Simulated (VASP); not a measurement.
# ZnS (Wurtzite-2H) (P6_3mc) in VASP: further runs, part 2 of 2

VASP 6.6.1.

## Step 3: Single point, r2SCAN

This run uses another cell than the first one, of 19.60 Å³/atom, 0.830 times its volume.

Input file POSCAR:

```
ZnS
1.0
    3.8110000000      0.0000000000      0.0000000000
   -1.9055000000      3.3004228138      0.0000000000
    0.0000000000      0.0000000000      6.2340000000
Zn S
2 2
Direct
    0.6666666667      0.3333333333      0.5000000000
    0.3333333333      0.6666666667      0.0000000000
    0.6666666667      0.3333333333      0.8850000000
    0.3333333333      0.6666666667      0.3850000000
```

Input file INCAR.step1:

```
PREC = Accurate
ENCUT = 520
ISMEAR = -1
SIGMA = 0.05
LREAL = False
LASPH = True
NELM = 100
NBANDS = 26
GGA = PE
ALGO = Normal
EDIFF = 1E-4
LWAVE = True
LCHARG = False
```

Input file INCAR.step2:

```
PREC = Accurate
ENCUT = 520
EDIFF = 1E-6
ISMEAR = -1
SIGMA = 0.05
LREAL = False
LASPH = True
NELM = 100
ALGO = Normal
ISIF = 2
LWAVE = False
LCHARG = False
METAGGA = R2SCAN
LMIXTAU = True
NBANDS = 26
ISTART = 1
```

Input file KPOINTS:

```
Automatic mesh
0
Gamma
  8 8 5
```

Potentials or basis: VASP PAW PBE potentials, release 64 (Zn, S).

Run with:

```console
> cat potpaw_PBE.64/Zn/POTCAR potpaw_PBE.64/S/POTCAR > POTCAR
> cp INCAR.step1 INCAR
> mpirun -np 1 vasp_std > vasp.out
> cp INCAR.step2 INCAR
> mpirun -np 1 vasp_std > vasp.out
```

OUTCAR:

```text
PREC = Accurate
   ENCUT = 520
   EDIFF = 1E-6
   ISMEAR = -1
   LREAL = False
   LASPH = True
   NELM = 100
   ISIF = 2
   METAGGA = R2SCAN
   ISTART = 1

 ion  position               nearest neighbor table
   1  0.667  0.333  0.500-   4 2.31   4 2.31   4 2.31   3 2.40
   2  0.333  0.667  0.000-   3 2.31   3 2.31   3 2.31   4 2.40
   3  0.667  0.333  0.885-   2 2.31   2 2.31   2 2.31   1 2.40
   4  0.333  0.667  0.385-   1 2.31   1 2.31   1 2.31   2 2.40

  LATTYP: Found a hexagonal cell.
 ALAT       =     3.8110000000
 C/A-ratio  =     1.6357911309

  Lattice vectors:

 A1 = (   3.8110000000,   0.0000000000,   0.0000000000)
 A2 = (  -1.9055000000,   3.3004228138,   0.0000000000)
 A3 = (   0.0000000000,   0.0000000000,   6.2340000000)

Analysis of symmetry for initial positions (statically):
=====================================================================
 Subroutine PRICEL returns:
 Original cell was already a primitive cell.

 Routine SETGRP: Setting up the symmetry group for a
 hexagonal supercell.

 Subroutine GETGRP returns: Found 12 space group operations
 (whereof  6 operations were pure point group operations)
 out of a pool of 24 trial point group operations.

The static configuration has the point symmetry C_3v.
 The point group associated with its full space group is C_6v.

Analysis of symmetry for dynamics (positions and initial velocities):
=====================================================================
 Subroutine PRICEL returns:
 Original cell was already a primitive cell.

 Routine SETGRP: Setting up the symmetry group for a
 hexagonal supercell.

 Subroutine GETGRP returns: Found 12 space group operations
 (whereof  6 operations were pure point group operations)
 out of a pool of 24 trial point group operations.

The dynamic configuration has the point symmetry C_3v.
 The point group associated with its full space group is C_6v.
[... 113 lines left out ...]
   PSTRESS=    0.0 pullay stress
   NELECT =      36.0000    total number of electrons
   NUPDOWN=      -1.0000    fix difference up-down
   EMIN   =  10.00;   EMAX   =-10.00  energy-range for DOS
   EFERMI =   0.00;   METHOD = LEGACY
   ISMEAR =    -1;   SIGMA  =   0.05  broadening in eV -4-tet -1-fermi 0-gaus
   EFERMI_NEDOS =   21; number of points for ismear=-14 and -15
   IALGO  =     38    algorithm
   IMIX   =      4    mixing-type and parameters
     AMIX     =   0.40;   BMIX     =  1.00
     AMIX_MAG =   1.60;   BMIX_MAG =  1.00
  volume/ion in A,a.u.               =      19.60       132.29
  Fermi-wavevector in a.u.,A,eV,Ry     =   1.262943  2.386617 21.701647  1.595026
  Thomas-Fermi vector in A             =   2.396326
   LORBIT       =      0    0 simple, 1 ext, 2 COOP (PROOUT), +10 PAW based schemes
   METAGGA = R2SCAN    functional components
   LHFCALC =     F    Hartree Fock is set to
   AEXX    =    0.0000 exact exchange contribution
   IVDW    =     0    specifies the selected vdW correction
   LEPSILON=     F    determine dielectric tensor
   LRPA    =     F    only Hartree local field effects (RPA)
 non-spin polarized calculation
  energy-cutoff  :      520.00
  volume of cell :       78.41
 maximum number of plane-waves:      2128
   NGX = 15   NGY = 15   NGZ = 23

 number of electron      35.9999977 magnetization

 Free energy of the ion-electron system (eV)
  ---------------------------------------------------
  ext. energy  EPLUGINS =         0.00000000
  ---------------------------------------------------
  free energy    TOTEN  =       -37.70222355 eV

  energy without entropy =      -37.70222355  energy(sigma->0) =      -37.70222355

 E-fermi :   2.8575     XC(G=0): -10.3070

 val. band max:        1.8865780557   @ k =   0.0000   0.0000   0.0000
 cond. band min:       4.7129154202   @ k =   0.0000   0.0000   0.0000
 fundamental gap:      2.8263373645
 Fermi energy:         2.8574732657

 k-point     1 :       0.0000    0.0000    0.0000
  band No.  band energies     occupation
      1     -11.8419      2.00000
      2     -10.9007      2.00000
      3      -4.6421      2.00000
      4      -4.6420      2.00000
      5      -4.5717      2.00000
      6      -4.5717      2.00000
[... 685 lines left out ...]
     25      11.6070      0.00000
     26      11.9137      0.00000

 [... further k-points ...]
[... 5 lines left out ...]
  --------------------------------------------------------------------------------------
  -------------------------------------------------------------------------------------
  Total        0.4091357      0.4091357     -0.5279937      0.0000000     -0.0000000      0.0000000
  in kB        8.3599295      8.3599295    -10.7885722      0.0000000     -0.0000000      0.0000000
  external PRESSURE =       1.9770956 kB  Pullay stress =       0.0000000 kB

 VOLUME and BASIS-vectors are now :
 -----------------------------------------------------------------------------
  energy-cutoff  :      520.00
  volume of cell :       78.41
      direct lattice vectors                 reciprocal lattice vectors
     3.811000000  0.000000000  0.000000000     0.262398321  0.151495741  0.000000000
    -1.905500000  3.300422814  0.000000000     0.000000000  0.302991482  0.000000000
     0.000000000  0.000000000  6.234000000     0.000000000  0.000000000  0.160410651

 POSITION                                       TOTAL-FORCE (eV/Angst)
 -----------------------------------------------------------------------------------
      1.90550      1.10014      3.11700        -0.000000      0.000000      0.318041
     -0.00000      2.20028      0.00000         0.000000     -0.000000      0.318041
      1.90550      1.10014      5.51709         0.000000      0.000000     -0.318041
     -0.00000      2.20028      2.40009         0.000000      0.000000     -0.318041
 -----------------------------------------------------------------------------------
    total drift:                               -0.000000      0.000000      0.003988

  FREE ENERGIE OF THE ION-ELECTRON SYSTEM (eV)
  ---------------------------------------------------
  free  energy   TOTEN  =       -37.7022235463 eV

  energy  without entropy=      -37.7022235462  energy(sigma->0) =      -37.70222355
```

OSZICAR.step1:

```text
N       E                     dE             d eps       ncg     rms          rms(c)
DAV:   1     0.247318608130E+03    0.24732E+03   -0.16945E+04  1560   0.166E+03
DAV:   2     0.103219122756E+02   -0.23700E+03   -0.22663E+03  1592   0.354E+02
DAV:   3    -0.139324440595E+02   -0.24254E+02   -0.24011E+02  1922   0.112E+02
DAV:   4    -0.145041054238E+02   -0.57166E+00   -0.57036E+00  1780   0.173E+01
DAV:   5    -0.145130211302E+02   -0.89157E-02   -0.89134E-02  1938   0.213E+00    0.992E+00
DAV:   6    -0.136638849938E+02    0.84914E+00   -0.16498E+00  2356   0.372E+01    0.762E+00
DAV:   7    -0.136596136950E+02    0.42713E-02   -0.12476E+00  1668   0.655E+00    0.346E+00
DAV:   8    -0.136529690081E+02    0.66447E-02   -0.35292E-02  1892   0.178E+00    0.978E-01
DAV:   9    -0.136534470895E+02   -0.47808E-03   -0.93281E-03  2108   0.131E+00    0.231E-01
DAV:  10    -0.136535906744E+02   -0.14358E-03   -0.59948E-04  1804   0.338E-01    0.944E-02
DAV:  11    -0.136538083928E+02   -0.21772E-03   -0.33518E-04  1538   0.124E-01    0.580E-02
DAV:  12    -0.136538078153E+02    0.57750E-06   -0.15216E-05   938   0.451E-02
   1 F= -.13653808E+02 E0= -.13653808E+02  d E =-.860146E-10
```

Run time: 81 s. Hardware: 1 thread of Intel Xeon 6975P-C (Granite Rapids), shared host; peak memory 0.21 GiB.

Results:

* Free energy: -37.7022 eV
* Pressure: 0.2 GPa
* Largest force: 0.318 eV/Å
* Band gap on the k mesh: 2.83 eV, direct

Forces in eV/Å, atoms in the order of the input:
```
Zn   0.000  0.000  0.318
Zn   0.000  0.000  0.318
S    0.000  0.000 -0.318
S    0.000  0.000 -0.318
```

Levels at points of the mesh, in eV from the valence-band top:
```tsv
k point	band 16	band 17	band 18	band 19	band 20	band 21
(0.00, 0.00, 0.00)	-0.01	-0.01	0.00	2.83	3.51	6.79
(0.50, 0.00, 0.00)	-2.31	-1.59	-1.00	4.00	4.79	5.53
```

Caveat: the PAW data sets were made with another functional, which shifts forces and pressure a little.

## Step 4: Single point, PBEsol

This run uses another cell than the first one, of 19.22 Å³/atom, 0.814 times its volume.

Input file INCAR:

```
SYSTEM = ZnS
PREC     = Accurate       ! precision mode
ENCUT    = 520            ! plane-wave cutoff, eV
EDIFF    = 1E-6           ! SCF threshold, eV
ISMEAR   = -1             ! smearing method
SIGMA    = 0.05           ! smearing width, eV
LREAL    = .False.        ! projectors in reciprocal space
LASPH    = .True.         ! aspherical terms in the spheres
NELM     = 80             ! most SCF steps
ALGO     = Normal         ! electronic algorithm
ISIF     = 2              ! what is computed and relaxed
LWAVE    = .False.        ! write WAVECAR
LCHARG   = .False.        ! write CHGCAR
GGA      = PS             ! functional
NBANDS   = 26             ! bands
```

Input file KPOINTS:

```
regular mesh
0
Gamma
  8 8 5
  0 0 0
```

Input file POSCAR:

```
ZnS
1.0
    3.7816280270      0.0000000000      0.0000000000
   -1.8908140135      3.2749859391      0.0000000000
    0.0000000000      0.0000000000      6.2088946238
Zn S
2 2
Direct
    0.6666666667      0.3333333333      0.5054429296
    0.3333333333      0.6666666667      0.0054429296
    0.6666666667      0.3333333333      0.8795570704
    0.3333333333      0.6666666667      0.3795570704
```

Run with:

```console
> cat potpaw_PBE.64/Zn/POTCAR potpaw_PBE.64/S/POTCAR > POTCAR
> mpirun -np 1 vasp_std > vasp.out
```

Run time: 24 s. Hardware: 1 thread of Intel Xeon 6975P-C (Granite Rapids), shared host; peak memory 0.21 GiB.

It converged, with:

| Item | Value |
| --- | --- |
| Free energy | -15.1671 eV |
| Pressure | 0.2 GPa |
| Band gap on the k mesh | 2.16 eV, direct |

Levels at points of the mesh, in eV from the valence-band top:
| k point | band 16 | band 17 | band 18 | band 19 | band 20 | band 21 |
| --- | --- | --- | --- | --- | --- | --- |
| (0.00, 0.00, 0.00) | -0.09 | 0.00 | 0.00 | 2.16 | 3.03 | 6.21 |
| (0.50, 0.00, 0.00) | -2.35 | -1.80 | -0.93 | 3.52 | 4.20 | 4.96 |

Caveat: the PAW data sets were made with another functional, which shifts forces and pressure a little.

## Step 5: Summary

| level | cell | gap on the mesh (eV) | pressure (GPa) |
| --- | --- | --- | --- |
| PBE exchange alone | a = 4.051, b = 4.051, c = 6.649 Å, angles 90.0, 90.0, 120.0°, 4 atoms | 1.39 | 0.0 |
| r2SCAN | a = 3.811, b = 3.811, c = 6.234 Å, angles 90.0, 90.0, 120.0°, 4 atoms | 2.83 | 0.2 |
| PBEsol | a = 3.782, b = 3.782, c = 6.209 Å, angles 90.0, 90.0, 120.0°, 4 atoms | 2.16 | 0.2 |

Alike in all rows: task single point; potentials or basis VASP PAW PBE potentials, release 64 (Zn, S); no spin polarisation; k mesh 8 × 8 × 5; cutoff (eV) 520; smearing fermi-dirac 0.05 eV.

Caveats: the PAW data sets were made with another functional, which shifts forces and pressure a little (some runs).

Total energies depend on the potentials used, so only differences within one code and one set of settings carry meaning.

## Step 6: How close it comes

Step 2. Against the measured gap of ZnS, 3.911 eV (direct; 4 K; a printed reference work, monograph), the calculated 1.39 eV is off by -2.52 eV. So large a miss can be the level of theory's own, or it may mean another phase, state or a wrong row. The value is that of PBE exchange alone, without temperature or zero-point motion.

Step 3. Against the measured gap of ZnS, 3.911 eV (direct; 4 K; a printed reference work, monograph), the calculated 2.83 eV is off by -1.08 eV. The value is that of r2SCAN, without temperature or zero-point motion.

Step 4. A measured gap of ZnS is 3.911 eV (direct; 4 K; a printed reference work, monograph); the calculated 2.16 eV misses it by -1.75 eV. The value is that of PBEsol, without temperature or zero-point motion. Semilocal functionals fall short of measured gaps as a rule.
